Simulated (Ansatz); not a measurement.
# Sb (R-3m) in Ansatz: convergence with wavefunction cutoff

Aim: find how far wavefunction cutoff must go before the results for Sb settle, at r2SCAN. This setting moves, with any that are tied to it; all else stays.

Everything below comes from runs of Ansatz 0.2.0. Logs are shortened: lines on timing, memory, paths and dates and some standing lists are left out, and cuts for length are marked.

### 1 The structure

It takes space group R-3m (No. 166, trigonal). The conventional cell has a = 4.308 Å, b = 4.308 Å, c = 11.274 Å, α = 90.00°, β = 90.00°, γ = 120.00°. Sb (site symmetry 3m) is surrounded by 3 Sb at 2.91 Å.

### 2 With wavefunction cutoff 400 eV

File input.yaml:

```yaml
crystal:
  lattice:
    - [2.1542, 1.2437279499, 3.758]
    - [-2.1542, 1.2437279499, 3.758]
    - [0.0, -2.4874558998, 3.758]
  atoms:
    - { symbol: Sb, position: [0.76651, 0.76651, 0.76651] }
    - { symbol: Sb, position: [0.23349, 0.23349, 0.23349] }
hamiltonian:
  xc: r2scan
  pseudopotentials: { kind: paw, source: jth }
kpoints:
  mp_grid: { grid: [6, 6, 6] }
scf:
  occupations: { method: cold, width: 0.05 }
output:
  forces: true
  stress: true
  eigenvalues: true
basis:
  ecutwfc: "400 eV"
```

Potentials or basis: JTH PAW.

The run is started by

```bash
$ ansatz run input.yaml --threads 2 --pin off --max-ram 5632MiB --backend cpu --events-out ev --progress --plain --runs-dir out
```

What it wrote:

```text
Warning: basis.ecutwfc = 400 eV is below the records' recommended 1950 eV, and the density's cutoff is lower with it unless basis.ecutrho_ratio is high enough to keep the records' density cutoff: compare with a run at a higher cutoff
Warning: the checks of this Sb dataset prove no rule for summing its radial tables, as where they were carried onto another mesh than they were made on, and Gregory's rule is taken, under which a leading mesh point left out moves its sums only by what lay on the interval it spanned. That does not make them correct, and they differ from Quantum ESPRESSO's on this file; a re-export a fraction of a mesh step off can move them. hamiltonian.pseudopotentials.radial_quadrature: simpson_from_first_knot sums it by `pw.x`'s rule; on a PAW file no value gives `pw.x`'s numbers. What more to know: hamiltonian.pseudopotentials.radial_quadrature, in the input reference
Warning: RAYON_NUM_THREADS=2 ignored (pool sized by the plan → 2); use --threads N
Engine: ansatz 0.2.0, x86_64-unknown-linux-gnu
Pseudopotentials: kind: paw
Pseudopotential: Sb, paw, valence charge 15, recommended cutoff 1950 eV (normal), Sb.paw.azcp
Functional definition: r2SCAN
  parameter k0 = 0.174
  parameter k1 = 0.065
  parameter a1 = 4.9479
  exchange = r2scan_x(k0 = k0, k1 = k1, a1 = a1)
  correlation = r2scan_c
Crystal: 2 atoms, lattice volume = 60.411 Å³
Basis set: ecut = 400 eV, 1099 PW (Γ), exchange–correlation on 120×120×120 points (64 copies of the dense FFT grid, shifted against one another)
Bands: 19, of which v1, the nominal top of the filled ones, is band 15 counted from 1 (14 counted from 0)
Symmetry: 12 space group operations
Space group: R-3m (ITA 166), of the structure as read, at distance tolerance 3.9e-5 Å
k-points: 32 of 216
Non-local potential: Sb, projectors of the file, l = 0: 2, l = 1: 2, l = 2: 2
PAW form: soft (Blöchl's): semilocal exchange-correlation on the pseudo side does not see the compensation charge
PAW frozen core: Sb, regenerated for the run's functional (the file was generated under x = pbe(κ = 0.804, μ = 0.2195149727645171), c = pbe(β = 0.06672455060314922))
PAW one-centre angular grid: Sb, 590 points (default); XC on 209 of its mesh's 947 points in the sphere
Initial density: superposition of atomic densities (chi_scale 0.1, normalization cell)
Initial wavefunctions: pseudopotential atomic-orbital guess
Functional: x = r2scan, c = r2scan; τ floored in thin density (d = 2e-4 eV/Å³)
iter 1 solved again at ethr=3.85e-4 eV; its pass at ethr=3.10e-3 eV (dr2=1.16e-1 eV) is discarded
SCF iter   1: F=—  HF=-12977.536140 eV  |F-HF|=—  |Δ(HF+E_count)|=         —  Δρ=1.58e-2  dr2=1.18e-1  dr2_τ=1.49e-3  ethr=3.85e-4  ⟨swp⟩=1.1  Hψ=4395  notcnv=0
preconditioner: auto → Kerker (q_TF=auto, 2.428 Å⁻¹)  [metal: Δε(μ)=0.027 eV  Ē_g=9.178 eV  σ=0.050 eV  W_gap=0.38  n_scr=14 (ndim 8)  ℏωp=15.1 eV  f_vac=0.000  D(μ)=0.91/eV (n_scr^D=0)]
SCF iter   2: F=—  HF=-12977.579786 eV  |F-HF|=—  |Δ(HF+E_count)|=   4.36e-2  S|Δr|=    0.00e0  Δρ=1.09e-2  dr2=5.85e-2  dr2_τ=3.32e-4  ethr=3.85e-4  ⟨swp⟩=2.0  Hψ=733  notcnv=0
preconditioner: auto → none  [insulator: Δε(μ)=0.040 eV  Ē_g=9.177 eV  σ=0.050 eV  W_gap=0.55  n_scr=14 (ndim 8)  ℏωp=15.1 eV  f_vac=0.000  D(μ)=0.83/eV (n_scr^D=0)  ε∞_Penn≈3.7]
SCF iter   3: F=—  HF=-12977.596988 eV  |F-HF|=—  |Δ(HF+E_count)|=   1.72e-2  S|Δr|=    0.00e0  Δρ=9.18e-4  dr2=5.23e-4  dr2_τ=6.85e-6  ethr=1.95e-4  ⟨swp⟩=2.9  Hψ=935  notcnv=0
SCF iter   4: F=—  HF=-12977.597283 eV  |F-HF|=—  |Δ(HF+E_count)|=   2.96e-4  S|Δr|=    0.00e0  Δρ=1.40e-4  dr2=1.59e-5  dr2_τ=1.79e-7  ethr=1.74e-6  ⟨swp⟩=2.0  Hψ=770  notcnv=0
SCF iter   5: F=—  HF=-12977.597291 eV  |F-HF|=—  |Δ(HF+E_count)|=   7.34e-6  S|Δr|=    0.00e0  Δρ=3.91e-5  dr2=9.22e-7  dr2_τ=3.85e-8  ethr=5.31e-8  ⟨swp⟩=2.7  Hψ=1047  notcnv=0
SCF iter   6: F=-12977.597291 eV  HF=-12977.597291 eV  |F-HF|=1.38e-8  |Δ(HF+E_count)|=   4.74e-7  S|Δr|=    0.00e0  Δρ=7.38e-6  dr2=1.98e-8  dr2_τ=3.43e-10  ethr=3.33e-10  ⟨swp⟩=7.9  Hψ=3143  notcnv=0
SCF 1 converged in 6 iterations: F = -12977.597291 eV  dr2 = 1.98e-8
SCF converged after 6 iterations
Stability not checked: this state was not tested for a lower state beside it, because cold or Methfessel-Paxton smearing, or corrected tetrahedra, fill the levels in a way that the test cannot read (fill_not_monotonic; see scf.lower_state_search)
Free energy (F): -12977.597291 eV
Harris-Foulkes:  -12977.597291 eV  (|F-HF|=1.38e-8)
Internal energy: -12977.596949 eV  (E = F + TS)
E sigma→0 (E₀):  -12977.597177 eV
Entropy (-TS):   -0.000343 eV (-0.171 meV/atom)
Fermi energy:    10.409140 eV
--- Per-component energies (eV) ---
  E_band       = -353.164940
  E_kinetic    = 222.854214
  E_local      = -3821.863090  (includes V_loc(G=0)·N_el)
  E_nonlocal   = 1533.663322
  E_hartree    = 1301.513976
  E_xc         = -120.602878
  E_vxc        = -155.612670  (∫ρ·V_xc dr)
  E_paw        = -9159.324203  (= ΣΔE_a)
  E_vpaw       = -744.591493  (= ΣTr[D̂ρ^β])
  E_aug_tail   = -0.000214  (compensation charges beyond the density's cutoff)
  E_vtau       = 9.352923  (kinetic-family band-sum trace: ∫τ·v_τ [+ j·A + Jᵃ·Aᵃ] dr)
  E_ewald      = -2934.870052
  E_core_change = 1.031976  (= ΣΔE_core)
  E_smearing   = -0.000343  (= −TS)
  E_closure    = -0.000000  (closes the sum)
  Σ components = -12977.597291   (vs F -12977.597291, Δ=0.00e0)
--- Forces (eV/Å), atoms counted from 1 ---
  atom   1  Sb    -0.00000000     0.00000000     0.07068652
  atom   2  Sb    -0.00000000    -0.00000000    -0.07068652
  max |Σ_I F_I| component: 3.70e-17 eV/Å
--- Stress (GPa, compression-positive) ---
        1.816061      -0.000000       0.000000
        0.000000       1.816061      -0.000000
        0.000000       0.000000       1.610976
  P = ⅓ Tr σ = 1.7477 GPa (17.477 kbar)
--- Band table (eV; the first three rows and the last of 32) ---
  k-point 0: bands = ["-20.0704", "-20.0704", "-19.9768", "-19.9768", "-19.9489", "-19.8523", "-19.8523", "-19.8451", "-19.7643", "-19.7643", "-3.0523", "5.4854", "8.0011", "8.2732", "8.2732", "12.4610", "13.0922", "13.0922", "15.7751"]
  k-point 1: bands = ["-20.0586", "-20.0535", "-19.9711", "-19.9669", "-19.9415", "-19.8602", "-19.8583", "-19.8522", "-19.7811", "-19.7770", "-2.7292", "4.1392", "8.0525", "8.2127", "8.8419", "12.1733", "12.3898", "12.4093", "15.2171"]
  k-point 2: bands = ["-20.0309", "-20.0084", "-19.9591", "-19.9411", "-19.9208", "-19.8845", "-19.8814", "-19.8633", "-19.8214", "-19.8070", "-1.7789", "1.9199", "8.1477", "8.1480", "9.4612", "11.0450", "11.2064", "11.2600", "16.4006"]
  k-point 31: bands = ["-20.0164", "-20.0164", "-19.9568", "-19.9568", "-19.9268", "-19.8668", "-19.8668", "-19.8652", "-19.8239", "-19.8239", "-1.4282", "0.8960", "8.8140", "8.8140", "9.9873", "10.3699", "10.3699", "11.5541", "17.8678"]
```

Wall time 3.2 s (2 threads of Intel Xeon at 2.50GHz (Skylake/Cascade Lake), shared host); peak memory 0.41 GiB.

What came out:

```yaml
Free_energy: -12977.5973 eV
Pressure: 1.7 GPa
Largest_force: 0.071 eV/Å
Band_gap_on_the_k_mesh: none (metal or under the smearing width)
```

### 3 With wavefunction cutoff 500 eV

input.yaml, as its differences from that of step 2:

```diff
@@ -20,2 +20,2 @@
 basis:
-  ecutwfc: "400 eV"
+  ecutwfc: "500 eV"
```

Potentials or basis: JTH PAW.

The run is started by

```bash
$ ansatz run input.yaml --threads 2 --pin off --max-ram 5632MiB --backend cpu --events-out ev --progress --plain --runs-dir out
```

It took 5.2 s on 2 threads of Intel Xeon at 2.50GHz (Skylake/Cascade Lake), shared host; peak memory 0.52 GiB.

What came out:

```yaml
Free_energy: -12977.6171 eV
Pressure: 1.7 GPa
Largest_force: 0.071 eV/Å
Band_gap_on_the_k_mesh: none (metal or under the smearing width)
```

### 4 With wavefunction cutoff 600 eV

input.yaml, as its differences from that of step 3:

```diff
@@ -20,2 +20,2 @@
 basis:
-  ecutwfc: "500 eV"
+  ecutwfc: "600 eV"
```

The run is started by

```bash
$ ansatz run input.yaml --threads 2 --pin off --max-ram 5632MiB --backend cpu --events-out ev --progress --plain --runs-dir out
```

Wall time 6.4 s (2 threads of Intel Xeon at 2.50GHz (Skylake/Cascade Lake), shared host); peak memory 0.62 GiB.

What came out:

- Free energy: -12977.6328 eV
- Pressure: 1.7 GPa
- Largest force: 0.071 eV/Å
- Band gap on the k mesh: none (metal or under the smearing width)

### 5 With wavefunction cutoff 700 eV

input.yaml, as its differences from that of step 4:

```diff
@@ -20,2 +20,2 @@
 basis:
-  ecutwfc: "600 eV"
+  ecutwfc: "700 eV"
```

The run is started by

```bash
$ ansatz run input.yaml --threads 2 --pin off --max-ram 5632MiB --backend cpu --events-out ev --progress --plain --runs-dir out
```

Run time: 7.3 s. Hardware: 2 threads of Intel Xeon at 2.50GHz (Skylake/Cascade Lake), shared host; peak memory 0.63 GiB.

Results:

| Item | Value |
| --- | --- |
| Free energy | -12977.6374 eV |
| Pressure | 1.7 GPa |
| Largest force | 0.072 eV/Å |
| Band gap on the k mesh | none (metal or under the smearing width) |

### 6 With wavefunction cutoff 850 eV

input.yaml, as its differences from that of step 5:

```diff
@@ -20,2 +20,2 @@
 basis:
-  ecutwfc: "700 eV"
+  ecutwfc: "850 eV"
```

Potentials or basis: JTH PAW.

The run is started by

```bash
$ ansatz run input.yaml --threads 2 --pin off --max-ram 5632MiB --backend cpu --events-out ev --progress --plain --runs-dir out
```

Wall time 9.4 s (2 threads of Intel Xeon at 2.50GHz (Skylake/Cascade Lake), shared host); peak memory 0.78 GiB.

It converged, with:

```
Free energy            : -12977.6501 eV
Pressure               : 1.7 GPa
Largest force          : 0.072 eV/Å
Band gap on the k mesh : none (metal or under the smearing width)
```

### 7 With wavefunction cutoff 1000 eV

input.yaml, as its differences from that of step 6:

```diff
@@ -20,2 +20,2 @@
 basis:
-  ecutwfc: "850 eV"
+  ecutwfc: "1000 eV"
```

The run is started by

```bash
$ ansatz run input.yaml --threads 2 --pin off --max-ram 5632MiB --backend cpu --events-out ev --progress --plain --runs-dir out
```

Run time: 11 s. Hardware: 2 threads of Intel Xeon at 2.50GHz (Skylake/Cascade Lake), shared host; peak memory 0.9 GiB.

The run converged. Its results:

```
Free energy            : -12977.6525 eV
Pressure               : 1.7 GPa
Largest force          : 0.072 eV/Å
Band gap on the k mesh : none (metal or under the smearing width)
```

### 8 With wavefunction cutoff 1200 eV

input.yaml, as its differences from that of step 7:

```diff
@@ -20,2 +20,2 @@
 basis:
-  ecutwfc: "1000 eV"
+  ecutwfc: "1200 eV"
```

The run is started by

```bash
$ ansatz run input.yaml --threads 2 --pin off --max-ram 5632MiB --backend cpu --events-out ev --progress --plain --runs-dir out
```

Wall time 16 s (2 threads of Intel Xeon at 2.50GHz (Skylake/Cascade Lake), shared host); peak memory 1.1 GiB.

Results (log left out):

```yaml
Free_energy: -12977.6580 eV
Pressure: 1.7 GPa
Largest_force: 0.073 eV/Å
Band_gap_on_the_k_mesh: none (metal or under the smearing width)
```

### 9 With wavefunction cutoff 1400 eV

input.yaml, as its differences from that of step 8:

```diff
@@ -20,2 +20,2 @@
 basis:
-  ecutwfc: "1200 eV"
+  ecutwfc: "1400 eV"
```

Potentials or basis: JTH PAW.

The run is started by

```bash
$ ansatz run input.yaml --threads 2 --pin off --max-ram 5632MiB --backend cpu --events-out ev --progress --plain --runs-dir out
```

Run time: 18 s. Hardware: 2 threads of Intel Xeon at 2.50GHz (Skylake/Cascade Lake), shared host; peak memory 1.4 GiB.

The run converged. Its results:

| Item | Value |
| --- | --- |
| Free energy | -12977.6600 eV |
| Pressure | 1.7 GPa |
| Largest force | 0.072 eV/Å |
| Band gap on the k mesh | none (metal or under the smearing width) |

### 10 With wavefunction cutoff 1700 eV

input.yaml, as its differences from that of step 9:

```diff
@@ -20,2 +20,2 @@
 basis:
-  ecutwfc: "1400 eV"
+  ecutwfc: "1700 eV"
```

The run is started by

```bash
$ ansatz run input.yaml --threads 2 --pin off --max-ram 5632MiB --backend cpu --events-out ev --progress --plain --runs-dir out
```

It took 23 s on 2 threads of Intel Xeon at 2.50GHz (Skylake/Cascade Lake), shared host; peak memory 1.7 GiB.

It converged, with:

* Free energy: -12977.6622 eV
* Pressure: 1.7 GPa
* Largest force: 0.072 eV/Å
* Band gap on the k mesh: none (metal or under the smearing width)

### 11 The series at a glance

```
wavefunction cutoff  energy less the tightest run, at zero smearing (meV/atom)  SCF cycles  CPU time (s)  peak memory (GiB)
             400 eV                                                      32.43           6           5.9               0.41
             500 eV                                                      22.54           6           9.4               0.52
             600 eV                                                      14.67           6            12               0.62
             700 eV                                                      12.37           6            14               0.63
             850 eV                                                       6.05           6            18               0.78
            1000 eV                                                       4.83           6            20                0.9
            1200 eV                                                       2.07           6            31                1.1
            1400 eV                                                       1.05           6            35                1.4
            1700 eV                                                       0.00           6            45                1.7
```

Not settled before the last step: the energy (to 1 meV/atom). The tightest run that finished is the yardstick and may itself not be fully converged.

Caveats: the cutoff lies under the one recommended for these potentials.
